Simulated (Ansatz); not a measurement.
A plane-wave DFT run in Ansatz 0.2.0 (scalar-relativistic PAW potentials unless the input names others): input and command.

```yaml
crystal:
  lattice:
    - [3.9666970505, 0.0, 0.0]
    - [0.0, 3.9666970505, 0.0]
    - [0.0, 0.0, 3.9666970505]
  atoms:
    - { symbol: Ti, position: [0.0, 0.0, 0.0] }
    - { symbol: Al, position: [0.5, 0.5, 0.0] }
    - { symbol: Al, position: [0.5, 0.0, 0.5] }
    - { symbol: Al, position: [0.0, 0.5, 0.5] }
basis:
  ecutwfc: 420
kpoints:
  mp_grid: { grid: [10, 10, 10], shift: [0.5, 0.5, 0.5] }
hamiltonian:
  xc: pbe
scf:
  occupations: { method: gaussian, width: 0.1 }
output:
  forces: true
  eigenvalues: true
  stress: true
```

```bash
ansatz run input.yaml --threads 1 --pin off --max-ram 2560MiB --backend cpu --events-out ev --progress --plain --runs-dir out
```

Abridged log:
```
Basis set: ecut = 420 eV, 1213 PW (Γ), exchange–correlation on 54×54×54 points (8 copies of the dense FFT grid, shifted against one another)
Bands: 15, of which v1, the nominal top of the filled ones, is band 11 counted from 1 (10 counted from 0)
Symmetry: 48 space group operations
k-points: 35 of 1000
SCF iter   1: F=—  HF=-4113.653866 eV  |F-HF|=—  |Δ(HF+E_count)|=         —  Δρ=2.29e-3  dr2=6.82e-3  ethr=1.77e-3  ⟨swp⟩=5.5  Hψ=3029  notcnv=0
SCF iter   2: F=—  HF=-4113.653086 eV  |F-HF|=—  |Δ(HF+E_count)|=   7.79e-4  Δρ=1.20e-3  dr2=1.73e-3  ethr=3.25e-5  ⟨swp⟩=1.0  Hψ=805  notcnv=0
SCF iter   3: F=—  HF=-4113.652872 eV  |F-HF|=—  |Δ(HF+E_count)|=   2.15e-4  Δρ=2.20e-4  dr2=5.32e-5  ethr=8.22e-6  ⟨swp⟩=2.5  Hψ=745  notcnv=0
SCF iter   4: F=—  HF=-4113.652971 eV  |F-HF|=—  |Δ(HF+E_count)|=   9.93e-5  Δρ=4.95e-5  dr2=1.80e-6  ethr=2.53e-7  ⟨swp⟩=2.3  Hψ=706  notcnv=0
SCF iter   5: F=-4113.652971 eV  HF=-4113.652971 eV  |F-HF|=2.07e-8  |Δ(HF+E_count)|=   2.12e-7  Δρ=8.99e-6  dr2=5.43e-8  ethr=8.55e-9  ⟨swp⟩=2.3  Hψ=687  notcnv=0
SCF iter   6: F=-4113.652971 eV  HF=-4113.652971 eV  |F-HF|=4.89e-10  |Δ(HF+E_count)|=   3.05e-9  Δρ=1.31e-6  dr2=1.13e-9  ethr=2.59e-10  ⟨swp⟩=2.2  Hψ=1636  notcnv=0
SCF 1 converged in 6 iterations: F = -4113.652971 eV  dr2 = 1.13e-9
SCF converged after 6 iterations
Free energy (F): -4113.652971 eV
Harris-Foulkes:  -4113.652971 eV  (|F-HF|=4.89e-10)
Internal energy: -4113.639197 eV  (E = F + TS)
E sigma→0 (E₀):  -4113.646084 eV
Entropy (-TS):   -0.013774 eV (-3.443 meV/atom)
Fermi energy:    10.378472 eV
--- Forces (eV/Å), atoms counted from 1 ---
  atom   1  Ti     0.00000000     0.00000000     0.00000000
  atom   2  Al     0.00000000     0.00000000     0.00000000
  atom   3  Al     0.00000000     0.00000000     0.00000000
  atom   4  Al     0.00000000     0.00000000     0.00000000
--- Stress (GPa, compression-positive) ---
        1.108204       0.000000       0.000000
        0.000000       1.108204       0.000000
        0.000000       0.000000       1.108204
  P = ⅓ Tr σ = 1.1082 GPa (11.082 kbar)
```

Apart from outputs, empty bands and the relaxation, which only the reference makes, the input differs from a reference run on usual settings in kpoints.mp_grid.shift: not typed → [0.5, 0.5, 0.5]. The reference, at the same geometry, ended its own course with pressure 1.06 GPa, largest force 0.000 eV/Å, no gap on the mesh. This run converged in 6 SCF iterations with an energy at zero smearing 0.44 meV/atom above the reference's, pressure 1.11 GPa, largest force 0.000 eV/Å, no gap on the mesh.

It took 2 s on 1 thread of Arm Neoverse V2, with other jobs on the host, peak memory 0.32 GiB.